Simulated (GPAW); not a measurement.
# Fe (P6_3/mmc) in GPAW: notebook

The runs below take Fe through single point, with PBEsol.

All numbers are computed with GPAW 26.7.0; they aren't measurements. Logs are shortened: lines on timing, memory, paths and dates and some standing lists are left out, and cuts for length are marked. The log counts tension as positive stress, the text compression.

**1. Starting point**

Symmetry: P6_3/mmc, No. 194, hexagonal system. The conventional cell has a = 2.434 Å, b = 2.434 Å, c = 3.842 Å, α = 90.00°, β = 90.00°, γ = 120.00°. Fe (site symmetry -6m2) is surrounded by 12 Fe at 2.38 to 2.43 Å.

This isn't the form of Fe at room conditions, which is bcc.

**2. Single point, PBEsol**

Contents of run.py:

```python
from ase import Atoms
from ase.dft.bandgap import bandgap
from ase.io import write
from ase.units import GPa
from gpaw import GPAW, PW, setup_paths

setup_paths.insert(0, '.')

atoms = Atoms(['Fe', 'Fe'],
              cell=[[2.4341575853, 0.0, 0.0],
                    [-1.2170787927, 2.1080423057, 0.0],
                    [0.0, 0.0, 3.84193447]],
              scaled_positions=[[0.6666666667, 0.3333333333, 0.75],
                                [0.3333333333, 0.6666666667, 0.25]],
              pbc=True)

calc = GPAW(mode=PW(600),
            xc='PBEsol',
            kpts={'size': (12, 12, 7), 'gamma': True},
            occupations={'name': 'fermi-dirac', 'width': 0.05},
            nbands=19,
            convergence={'density': 1e-05, 'energy': 1e-05},
            maxiter=150,
            txt='gpaw.txt')
atoms.calc = calc
energy = atoms.get_potential_energy()
forces = atoms.get_forces()
stress = atoms.get_stress()
calc.write('gs.gpw')
write('result.traj', atoms)
print(f'Energy: {energy:.6f} eV')
print('Forces (eV/A):')
print(forces.round(4))
print('Stress (GPa):', (stress / GPa).round(3))
print('Fermi level:', round(calc.get_fermi_level(), 4), 'eV')
print(f'Gap: {bandgap(calc)[0]:.4f} eV, direct: {bandgap(calc, direct=True)[0]:.4f} eV')
```

Potentials or basis: PAW data sets generated in the run's folder for this functional, pw.

Command:

```sh
> gpaw-setup -f PBEsol Fe
> OMP_NUM_THREADS=1 python run.py
```

gpaw.txt:

```text
__  _  _
 | _ |_)|_||  |
 |__||  | ||/\| - 26.7.0

Input parameters:
  mode=PW(ecut=600.0),
  convergence={'density': 1e-05, 'energy': 1e-05},
  kpts=MonkhorstPack(size=(12, 12, 7), gamma=True),
  maxiter=150,
  nbands=19,
  occupations=Occupations(name='fermi-dirac', width=0.05),
  xc=XC(name='PBEsol')

Diagonalizing LCAO Hamiltonian
Converting LCAO to pw mode

          Fe

        Fe

Atoms  # Å, Bohr magnetons
|   | symbol |         x |        y |        z |    initial magnetic moments |
|---|--------|-----------|----------|----------|-----------------------------|
| 0 |     Fe |  1.217079 | 0.702681 | 2.881451 | ( 0.0000,  0.0000,  0.0000) |
| 1 |     Fe | -0.000000 | 1.405362 | 0.960484 | ( 0.0000,  0.0000,  0.0000) |

Unit cell  # Å
| periodic |         x |        y |        z |  lengths |     angles |
|----------|-----------|----------|----------|----------|------------|
|      yes |  2.434158 | 0.000000 | 0.000000 | 2.434158 |  90.000000 |
|      yes | -1.217079 | 2.108042 | 0.000000 | 2.434158 |  90.000000 |
|      yes |  0.000000 | 0.000000 | 3.841934 | 3.841934 | 120.000000 |

Number of symmetries: 12
Symmetry operations  # r_c * U_cc + t_c -> r_c
|    | kind |            matrix            |
|----|------|------------------------------|
|  0 |  σ   |  1, 1, 0,  0,-1, 0,  0, 0, 1 |
|  1 |  S6  |  1, 1, 0, -1, 0, 0,  0, 0,-1 |
|  2 |  E   |  1, 0, 0,  0, 1, 0,  0, 0, 1 |
|  3 |  C2  |  1, 0, 0, -1,-1, 0,  0, 0,-1 |
|  4 |  C2  |  0, 1, 0,  1, 0, 0,  0, 0,-1 |
|  5 |  C3  |  0, 1, 0, -1,-1, 0,  0, 0, 1 |
|  6 |  S6  |  0,-1, 0,  1, 1, 0,  0, 0,-1 |
|  7 |  σ   |  0,-1, 0, -1, 0, 0,  0, 0, 1 |
|  8 |  σ   | -1, 0, 0,  1, 1, 0,  0, 0, 1 |
|  9 |  i   | -1, 0, 0,  0,-1, 0,  0, 0,-1 |
| 10 |  C3  | -1,-1, 0,  1, 0, 0,  0, 0, 1 |
| 11 |  C2  | -1,-1, 0,  0, 1, 0,  0, 0,-1 |

BZ-sampling:
  Number of BZ points: 1008
  Number of IBZ points: 112

  Monkhorst-Pack size: [12, 12, 7]
  Monkhorst-Pack shift: [0.041666666666666664, 0.041666666666666664, 0.0]

K-points  # in reciprocal-cell coordinates
|     |                                coordinates |     weight |
|-----|--------------------------------------------|------------|
|   0 | ( -0.00000000,  -0.00000000,   0.00000000) | 0.00099206 |
|   1 | ( -0.00000000,  -0.00000000,   0.14285714) | 0.00198413 |
|   2 | ( -0.00000000,  -0.00000000,   0.28571429) | 0.00198413 |
|   3 | ( -0.00000000,  -0.00000000,   0.42857143) | 0.00198413 |
|   4 | (  0.08333333,  -0.00000000,  -0.42857143) | 0.00595238 |
|   5 | (  0.08333333,  -0.00000000,  -0.28571429) | 0.00595238 |
|   6 | (  0.08333333,  -0.00000000,  -0.14285714) | 0.00595238 |
|   7 | (  0.08333333,  -0.00000000,   0.00000000) | 0.00595238 |
|   8 | (  0.08333333,  -0.00000000,   0.14285714) | 0.00595238 |
|   9 | (  0.08333333,  -0.00000000,   0.28571429) | 0.00595238 |
| ... |                                            |            |
| 111 | (  0.50000000,   0.50000000,   0.42857143) | 0.00595238 |

Plane wave coefficients: 693
Cutoff: 600.0 eV

Spin-components: 1 (collinear spins)
Bands:           19
Projectors:      12
Spin-degeneracy: 2
Datatype:        complex128

Parallelization:
  kpt:    1
  domain: 1
  band:   1

Density:
  Valence electrons: 16.0
  Components: 1
  Grid points: [14 14 24]
  Charge: 0.0  # |e|

Potential:
  Grid points: [14 14 24]

species:
  Fe:
    name:    Iron
    Z:       26.0
    valence: 8
    core:    18
    charge:  0.0  # [|e|]
    compensation charges:
      type: gauss
      rc: 0.33  # [Å]
      lmax: 2
    cutoffs:
      filter: 2.06  # [Å]
      core: 2.67  # [Å]
    projectors
    | kind |    occ | energy [eV] | rcut [Å] |
    |------|--------|-------------|----------|
    |   4s |  2.000 |      -5.310 |    1.164 |
    |   4p |  0.000 |      -1.300 |    1.058 |
    |   3d |  6.000 |      -7.529 |    1.058 |
    |    s |        |      21.902 |    1.164 |
    |    p |        |      25.911 |    1.058 |
    |    d |        |      19.682 |    1.058 |

    Using partial waves for Fe as LCAO basis

Reference energy: -69174.299201  # eV

eigensolver:
  PPCG
  Converge bands: occupied
  niter=2

density mixing:
  MSR1-Mixer
  Pratt-step length: 0.05
  Maximum mixing coefficient: 0.75
  Old densities: 10
  SVD Regularization: 0.005
  Good broyden scale: 1.0
  Trust region scale: 1.0
  Backstep threshold: 4.0
  History deletion threshold: 6.0
  Fourier metric: weight=20.0, sigma=0.015

occupation numbers:
  Fermi-Dirac:
    width: 0.0500  # eV

poisson solver:
  ecut: 4800.0  # eV

xc functional:
  name: PBEsol with 2 nearest neighbor stencil

convergence criteria:
- Maximum integral of absolute [dens]ity change: 1e-05 electrons / valence electron
- Maximum [total energy] change in last 3 cyles: 1e-05 eV / valence electron
- Maximum integral of absolute [eigenst]ate change: 4e-08 eV^2 / valence electron
maximum number of iterations: 150

SCF iterations
|iter     | |      energy | eigst |  dens |
|---------|-|-------------|-------|-------|
|iter:   1| |  -19.703333 | +0.37 |       |
|iter:   2| |  -19.568063 | -1.86 | -1.09 |
|iter:   3| |  -19.313547 | -1.69 | -1.17 |
|iter:   4| |  -19.345043 | -2.88 | -1.88 |
|iter:   5| |  -19.379700 | -2.31 | -2.04 |
|iter:   6| |  -19.379664 | -5.00 | -2.89 |
|iter:   7| |  -19.379643c| -5.78 | -3.27 |
|iter:   8| |  -19.379643c| -7.45c| -4.47 |
|iter:   9| |  -19.379642c| -7.71c| -5.07c|

Converged in 9 steps
Energy contributions relative to reference atoms: (reference = -69174.299201)

Energy contributions:
  Kinetic:           7.648203
  Coulomb:          -6.436123
  Zero:              0.214217
  External:          0.000000
  Xc:              -20.796149
  Entropy:          -0.019583
  Spinorbit:         0.000000
  ----------------------------
  Free energy:     -19.389434
  Extrapolated:    -19.379642

dipole moment: (-0.000012, -0.000021, -0.000038)  # |e|*Ang

Fermi level: 12.095
Eigenvalues  # (at kpt = [-0.000, -0.000, 0.000])
| band index |      eig [eV] | occ [0-2] |
|------------|---------------|-----------|
|          0 |         2.803 |     2.000 |
|          1 |         6.885 |     2.000 |
|          2 |        10.321 |     2.000 |
|          3 |        10.321 |     2.000 |
|          4 |        10.473 |     2.000 |
|          5 |        10.821 |     2.000 |
[... 9 lines left out ...]
|         15 |        37.676 |     0.000 |
|         16 |        37.850 |     0.000 |
|        ... |               |           |
|         18 |        37.956 |     0.000 |

No gap
No difference between direct/indirect transitions

Forces  # eV/Ang
|        x |        y |        z |
|----------|----------|----------|
| -0.00000 |  0.00000 |  0.00008 |  # Fe   0
|  0.00000 | -0.00000 | -0.00008 |  # Fe   1

Stress tensor  # eV/Ang^3
|         x |         y |         z |
|-----------|-----------|-----------|
| -0.013826 | -0.000000 |  0.000000 |
| -0.000000 | -0.013826 | -0.000000 |
|  0.000000 | -0.000000 | -0.026377 |

# Writing to gs.gpw (mode='')
```

Run time: 22 s. Hardware: 1 thread of Arm Neoverse V2, shared host; peak memory 0.16 GiB.

Results:

* Free energy: -19.3894 eV
* Pressure: 2.9 GPa
* Band gap on the k mesh: none (metal or under the smearing width)

Caveat: the run has no spin polarisation, though such a crystal can be magnetic. Spin polarisation is off, so any magnetic state and its effect on volume and gap are missing.

**3. Single point, PBEsol, collinear spin, ferromagnetic start**

Changes to run.py since step 2:

```diff
@@ -15,2 +15,3 @@
               pbc=True)
+atoms.set_initial_magnetic_moments([3.0, 3.0])
 
@@ -34,2 +35,3 @@
 print('Stress (GPa):', (stress / GPa).round(3))
+print('Moments:', calc.get_magnetic_moments().round(3))
 print('Fermi level:', round(calc.get_fermi_level(), 4), 'eV')
```

Potentials or basis: PAW data sets generated in the run's folder for this functional, pw.

Command:

```sh
> gpaw-setup -f PBEsol Fe
> OMP_NUM_THREADS=1 python run.py
```

gpaw.txt:

```text
__  _  _
 | _ |_)|_||  |
 |__||  | ||/\| - 26.7.0

Input parameters:
  mode=PW(ecut=600.0),
  convergence={'density': 1e-05, 'energy': 1e-05},
  kpts=MonkhorstPack(size=(12, 12, 7), gamma=True),
  maxiter=150,
  nbands=19,
  occupations=Occupations(name='fermi-dirac', width=0.05),
  xc=XC(name='PBEsol')

Diagonalizing LCAO Hamiltonian
Converting LCAO to pw mode

          Fe

        Fe

Atoms  # Å, Bohr magnetons
|   | symbol |         x |        y |        z |    initial magnetic moments |
|---|--------|-----------|----------|----------|-----------------------------|
| 0 |     Fe |  1.217079 | 0.702681 | 2.881451 | ( 0.0000,  0.0000,  3.0000) |
| 1 |     Fe | -0.000000 | 1.405362 | 0.960484 | ( 0.0000,  0.0000,  3.0000) |

Unit cell  # Å
| periodic |         x |        y |        z |  lengths |     angles |
|----------|-----------|----------|----------|----------|------------|
|      yes |  2.434158 | 0.000000 | 0.000000 | 2.434158 |  90.000000 |
|      yes | -1.217079 | 2.108042 | 0.000000 | 2.434158 |  90.000000 |
|      yes |  0.000000 | 0.000000 | 3.841934 | 3.841934 | 120.000000 |

Number of symmetries: 12
Symmetry operations  # r_c * U_cc + t_c -> r_c
|    | kind |            matrix            |
|----|------|------------------------------|
|  0 |  σ   |  1, 1, 0,  0,-1, 0,  0, 0, 1 |
|  1 |  S6  |  1, 1, 0, -1, 0, 0,  0, 0,-1 |
|  2 |  E   |  1, 0, 0,  0, 1, 0,  0, 0, 1 |
|  3 |  C2  |  1, 0, 0, -1,-1, 0,  0, 0,-1 |
|  4 |  C2  |  0, 1, 0,  1, 0, 0,  0, 0,-1 |
|  5 |  C3  |  0, 1, 0, -1,-1, 0,  0, 0, 1 |
|  6 |  S6  |  0,-1, 0,  1, 1, 0,  0, 0,-1 |
|  7 |  σ   |  0,-1, 0, -1, 0, 0,  0, 0, 1 |
|  8 |  σ   | -1, 0, 0,  1, 1, 0,  0, 0, 1 |
|  9 |  i   | -1, 0, 0,  0,-1, 0,  0, 0,-1 |
| 10 |  C3  | -1,-1, 0,  1, 0, 0,  0, 0, 1 |
| 11 |  C2  | -1,-1, 0,  0, 1, 0,  0, 0,-1 |

BZ-sampling:
  Number of BZ points: 1008
  Number of IBZ points: 112

  Monkhorst-Pack size: [12, 12, 7]
  Monkhorst-Pack shift: [0.041666666666666664, 0.041666666666666664, 0.0]

K-points  # in reciprocal-cell coordinates
|     |                                coordinates |     weight |
|-----|--------------------------------------------|------------|
|   0 | ( -0.00000000,  -0.00000000,   0.00000000) | 0.00099206 |
|   1 | ( -0.00000000,  -0.00000000,   0.14285714) | 0.00198413 |
|   2 | ( -0.00000000,  -0.00000000,   0.28571429) | 0.00198413 |
|   3 | ( -0.00000000,  -0.00000000,   0.42857143) | 0.00198413 |
|   4 | (  0.08333333,  -0.00000000,  -0.42857143) | 0.00595238 |
|   5 | (  0.08333333,  -0.00000000,  -0.28571429) | 0.00595238 |
|   6 | (  0.08333333,  -0.00000000,  -0.14285714) | 0.00595238 |
|   7 | (  0.08333333,  -0.00000000,   0.00000000) | 0.00595238 |
|   8 | (  0.08333333,  -0.00000000,   0.14285714) | 0.00595238 |
|   9 | (  0.08333333,  -0.00000000,   0.28571429) | 0.00595238 |
| ... |                                            |            |
| 111 | (  0.50000000,   0.50000000,   0.42857143) | 0.00595238 |

Plane wave coefficients: 693
Cutoff: 600.0 eV

Spin-components: 2 (collinear spins)
Bands:           19
Projectors:      12
Spin-degeneracy: 1
Datatype:        complex128

Parallelization:
  kpt:    1
  domain: 1
  band:   1

Density:
  Valence electrons: 16.0
  Components: 2
  Grid points: [14 14 24]
  Charge: 0.0  # |e|

Potential:
  Grid points: [14 14 24]

species:
  Fe:
    name:    Iron
    Z:       26.0
    valence: 8
    core:    18
    charge:  0.0  # [|e|]
    compensation charges:
      type: gauss
      rc: 0.33  # [Å]
      lmax: 2
    cutoffs:
      filter: 2.06  # [Å]
      core: 2.67  # [Å]
    projectors
    | kind |    occ | energy [eV] | rcut [Å] |
    |------|--------|-------------|----------|
    |   4s |  2.000 |      -5.310 |    1.164 |
    |   4p |  0.000 |      -1.300 |    1.058 |
    |   3d |  6.000 |      -7.529 |    1.058 |
    |    s |        |      21.902 |    1.164 |
    |    p |        |      25.911 |    1.058 |
    |    d |        |      19.682 |    1.058 |

    Using partial waves for Fe as LCAO basis

Reference energy: -69174.299201  # eV

eigensolver:
  PPCG
  Converge bands: occupied
  niter=2

density mixing:
  MSR1-Mixer
  Pratt-step length: 0.05
  Maximum mixing coefficient: 0.75
  Old densities: 10
  SVD Regularization: 0.005
  Good broyden scale: 1.0
  Trust region scale: 1.0
  Backstep threshold: 4.0
  History deletion threshold: 6.0
  Fourier metric: weight=20.0, sigma=0.015

occupation numbers:
  Fermi-Dirac:
    width: 0.0500  # eV

poisson solver:
  ecut: 4800.0  # eV

xc functional:
  name: PBEsol with 2 nearest neighbor stencil

convergence criteria:
- Maximum integral of absolute [dens]ity change: 1e-05 electrons / valence electron
- Maximum [total energy] change in last 3 cyles: 1e-05 eV / valence electron
- Maximum integral of absolute [eigenst]ate change: 4e-08 eV^2 / valence electron
maximum number of iterations: 150

SCF iterations
|iter     | |      energy | eigst |  dens |  magmom |
|---------|-|-------------|-------|-------|---------|
|iter:   1| |  -18.217853 | +0.35 |       |  +6.0099|
|iter:   2| |  -18.213213 | -1.87 | -0.78 |  +5.9197|
|iter:   3| |  -18.494318 | -1.79 | -0.82 |  +4.8132|
|iter:   4| |  -18.892261 | -2.20 | -1.07 |  +3.4685|
|iter:   5| |  -17.604162 | -0.95 | -0.97 |  -4.3240|
|iter:   6| |  -19.473317 | -0.98 | -0.66 |  +0.8293|
|iter:   7| |  -19.268387 | -2.54 | -1.12 |  +1.7161|
|iter:   8| |  -19.376182 | -2.51 | -1.18 |  +0.4265|
|iter:   9| |  -19.380097 | -2.94 | -1.69 |  -0.1408|
|iter:  10| |  -19.379603 | -4.07 | -2.09 |  -0.0178|
|iter:  11| |  -19.379627 | -5.51 | -3.06 |  +0.0158|
|iter:  12| |  -19.379643c| -6.04 | -3.27 |  -0.0006|
|iter:  13| |  -19.379643c| -7.15 | -3.92 |  -0.0031|
|iter:  14| |  -19.379642c| -7.46c| -3.86 |  -0.0000|
|iter:  15| |  -19.379642c| -7.96c| -4.80 |  +0.0000|
|iter:  16| |  -19.379642c| -9.09c| -5.51c|  +0.0000|

Converged in 16 steps
Energy contributions relative to reference atoms: (reference = -69174.299201)

Energy contributions:
  Kinetic:           7.640585
  Coulomb:          -6.431077
  Zero:              0.215865
  External:          0.000000
  Xc:              -20.795223
  Entropy:          -0.019583
  Spinorbit:         0.000000
  ----------------------------
  Free energy:     -19.389434
  Extrapolated:    -19.379642

dipole moment: (-0.000012, -0.000021, -0.000038)  # |e|*Ang

Total magnetic moment: (0.000000, 0.000000, 0.000003)

Local magnetic moments
|        x |        y |         z |
|----------|----------|-----------|
| 0.000000 | 0.000000 | -0.000002 |  # Fe   0
| 0.000000 | 0.000000 | -0.000002 |  # Fe   1

Fermi level: 12.095
Eigenvalues  # (at kpt = [-0.000, -0.000, 0.000])
| band index |      eig [eV] | occ [0-1] |      eig [eV] | occ [0-1] |
|------------|---------------|-----------|---------------|-----------|
|          0 |         2.803 |     1.000 |         2.803 |     1.000 |
|          1 |         6.885 |     1.000 |         6.885 |     1.000 |
|          2 |        10.321 |     1.000 |        10.321 |     1.000 |
|          3 |        10.321 |     1.000 |        10.321 |     1.000 |
|          4 |        10.473 |     1.000 |        10.473 |     1.000 |
|          5 |        10.821 |     1.000 |        10.821 |     1.000 |
[... 9 lines left out ...]
|         15 |        37.663 |     0.000 |        37.670 |     0.000 |
|         16 |        37.838 |     0.000 |        37.852 |     0.000 |
|        ... |               |           |               |           |
|         18 |        37.955 |     0.000 |        37.954 |     0.000 |

No gap
No difference between direct/indirect transitions

Forces  # eV/Ang
|        x |        y |        z |
|----------|----------|----------|
| -0.00000 |  0.00000 |  0.00000 |  # Fe   0
|  0.00000 | -0.00000 | -0.00000 |  # Fe   1

Stress tensor  # eV/Ang^3
|         x |         y |         z |
|-----------|-----------|-----------|
| -0.013837 | -0.000000 |  0.000000 |
| -0.000000 | -0.013837 |  0.000000 |
|  0.000000 | -0.000000 | -0.026387 |

# Writing to gs.gpw (mode='')
```

It took 65 s on 1 thread of Arm Neoverse V2, shared host; peak memory 0.19 GiB.

What came out:

```
Free energy            : -19.3894 eV
Pressure               : 2.9 GPa
Band gap on the k mesh : none (metal or under the smearing width)
Net moment             : 0.00 μB per cell
```

Stress tensor (GPa, compression positive):
```
2.22 0.00 0.00
0.00 2.22 0.00
0.00 0.00 4.23
```

Caveat: the starting moments collapsed, and a magnetic state may lie lower.
